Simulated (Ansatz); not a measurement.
System: As (fcc type), 1 atom in the cell.

```xyz
1
Lattice="0.0000 2.1290 2.1290 2.1290 0.0000 2.1290 2.1290 2.1290 0.0000" Properties=species:S:1:pos:R:3 pbc="T T T"
As    0.0000    0.0000    0.0000
```

Code and potentials: Ansatz all-electron LAPW. Settings of the plain PBE run: k-mesh 4×4×4 Γ-centred; Fermi–Dirac smearing of 0.15 eV; no spin polarisation.

Plain PBE gives:

```yaml
Pressure: -3.00 GPa
```

(1) What changes under PBE with spin–orbit coupling?

Answers

(1) The pressure increases by 0.041 GPa to -2.954 GPa.

The k-mesh is coarse, so these values belong to this mesh and can lie far from the converged ones. This cubic structure is a model: it isn't the usual form of the substance at ambient conditions, and such phases are metastable or hypothetical.
